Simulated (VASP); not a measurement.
Here is a VASP 6.6.1 calculation.

INCAR

```
SYSTEM = Ag
ALGO     = Normal         ! electronic algorithm
EDIFF    = 1E-6           ! SCF threshold, eV
EDIFFG   = -0.01          ! ionic threshold
ENCUT    = 600            ! plane-wave cutoff, eV
GGA      = PS             ! functional
IBRION   = 2              ! ionic algorithm
ISIF     = 3              ! what is computed and relaxed
ISMEAR   = 1              ! smearing method
LASPH    = .True.         ! aspherical terms in the spheres
LCHARG   = .False.        ! write CHGCAR
LREAL    = .False.        ! projectors in reciprocal space
LWAVE    = .False.        ! write WAVECAR
NELM     = 80             ! most SCF steps
NSW      = 90             ! ionic steps
PREC     = Accurate       ! precision mode
SIGMA    = 0.1            ! smearing width, eV
```

The input KPOINTS:

```
k-points
0
Gamma
  16 16 16
  0 0 0
```

The input POSCAR:

```
Ag
1.0
    0.0000000000      2.0427500000      2.0427500000
    2.0427500000      0.0000000000      2.0427500000
    2.0427500000      2.0427500000      0.0000000000
Ag
1
Direct
    0.0000000000      0.0000000000      0.0000000000
```

Potentials or basis: VASP PAW PBE potentials, release 64 (Ag).

Launch:

```console
$ cat potpaw_PBE.64/Ag/POTCAR > POTCAR
$ mpirun -np 1 vasp_std > vasp.out
```

Task: Estimate the band gap on the k mesh.

Result: None (metal or under the smearing width).

Task: Estimate the space group after relaxing (to 0.05 Å).

Result: Fm-3m (No. 225).

Task: Estimate the relaxed volume.

Result: 16.63 Å³/atom.

Task: What does it give for the relaxed cell?

Result: a = 2.865 Å, b = 2.865 Å, c = 2.865 Å, α = 60.00°, β = 60.00°, γ = 60.00°.

Final structure:
```
CELL_PARAMETERS angstrom
0.00000 2.02576 2.02576
2.02576 0.00000 2.02576
2.02576 2.02576 0.00000
ATOMIC_POSITIONS crystal
Ag 0.00000 0.00000 0.00000
```

Caveat: the PAW data sets were made with another functional, which shifts forces and pressure a little.
